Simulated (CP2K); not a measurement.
Runs of CP2K 2026.2 on CoO. Symmetry: Fm-3m, No. 225, cubic system. Conventional cell: a = 4.263 Å, b = 4.263 Å, c = 4.263 Å, α = 90.00°, β = 90.00°, γ = 90.00°. Co (site symmetry m-3m) has 6 O at 2.13 Å as nearest neighbours. O (site symmetry m-3m) is surrounded by 6 Co at 2.13 Å. 

```tsv
task	level	potentials or basis	cell	smearing	EPS_DEFAULT	MIXING METHOD	MIXING ALPHA	NBUFFER	NGRIDS	gap on the mesh (eV)	pressure (GPa)	moment (μB)
band structure	LDA	GTH_POTENTIALS Co GTH-PADE-q17, O GTH-PADE-q6; TZVP-MOLOPT-PBE-GTH basis	as given	fermi-dirac 0.05 eV	1.0E-9	PULAY_MIXING	0.4	6	4	none	-18.8	3.00
band structure	r2SCAN	POTENTIAL_UZH Co GTH-SCAN-q17, O GTH-SCAN-q6; TZVP-MOLOPT-SCAN-GTH basis	as given	fermi-dirac 0.0259 eV	1.0E-10	BROYDEN_MIXING	0.2	10	5	none	(a)	3.00
single point	PBE	POTENTIAL_UZH Co GTH-PBE-q17, O GTH-PBE-q6; TZVP-MOLOPT-PBE-GTH basis	as given	fermi-dirac 0.05 eV	1.0E-10	PULAY_MIXING	0.4	6	4	none	-0.3	2.99
single point	PBE	POTENTIAL_UZH Co GTH-PBE-q17, O GTH-PBE-q6; TZVP-MOLOPT-PBE-GTH basis	the cell as VASP's run set it	gaussian 0.02 eV	1.0E-10	BROYDEN_MIXING	0.2	10	4	none	-0.5	3.00
band structure	r2SCAN	POTENTIAL_UZH Co GTH-SCAN-q17, O GTH-SCAN-q6; TZVP-MOLOPT-SCAN-GTH basis	as given	fermi-dirac 0.05 eV	1.0E-9	PULAY_MIXING	0.4	6	5	none	-7.0	3.00
band structure	PBE	POTENTIAL_UZH Co GTH-PBE-q17, O GTH-PBE-q6; TZVP-MOLOPT-PBE-GTH basis	as given	fermi-dirac 0.01 eV	1.0E-10	PULAY_MIXING	0.4	6	4	none	-0.5	3.00
single point	PBE+D2	POTENTIAL_UZH Co GTH-PBE-q17, O GTH-PBE-q6; TZVP-MOLOPT-PBE-GTH basis	as given	fermi-dirac 0.05 eV	1.0E-9	PULAY_MIXING	0.4	6	4	none	-1.0	2.99
band structure	LDA	GTH_POTENTIALS Co GTH-PADE-q17, O GTH-PADE-q6; TZVP-MOLOPT-PBE-GTH basis	as given	fermi-dirac 0.0259 eV	1.0E-10	BROYDEN_MIXING	0.2	10	4	none	(b)	3.00
band structure	LDA	GTH_POTENTIALS Co GTH-PADE-q17, O GTH-PADE-q6; TZVP-MOLOPT-PBE-GTH basis	as given	fermi-dirac 0.05 eV	1.0E-10	PULAY_MIXING	0.4	6	5	none	-18.8	3.00
single point	PBEsol	POTENTIAL_UZH Co GTH-PBE-q17, O GTH-PBE-q6; TZVP-MOLOPT-PBE-GTH basis	as given	fermi-dirac 0.05 eV	1.0E-10	PULAY_MIXING	0.4	6	5	none	-9.1	3.00
single point	PBE+D3	POTENTIAL_UZH Co GTH-PBE-q17, O GTH-PBE-q6; TZVP-MOLOPT-PBE-GTH basis	as given	fermi-dirac 0.05 eV	1.0E-9	PULAY_MIXING	0.4	6	4	none	-3.9	2.99
```

Alike in all rows: spin collinear, ferromagnetic start; k mesh 11 × 11 × 11.

Problem. Estimate the missing entries.

Solution. (a) -7.2; (b) -19.0.

Caveats: the basis of atomic orbitals isn't converged, which shifts pressures, moduli and gaps; a cell with one magnetic atom can't hold antiferromagnetic order, which such compounds often take; semilocal functionals often make such compounds metallic where correlation or magnetic order opens a gap, which also shifts bond lengths; so large a pressure means that the cell lies far from this level's equilibrium, or that cutoff or potentials fall short (some runs); pairwise dispersion overbinds metals, which lowers pressure and volume (some runs); the potentials were made for another functional, which shifts forces and pressure (some runs).

A k mesh can miss the band edges.

A gap of «none» marks a metal or a gap under the smearing width.

Not every run made on this cell is shown here.
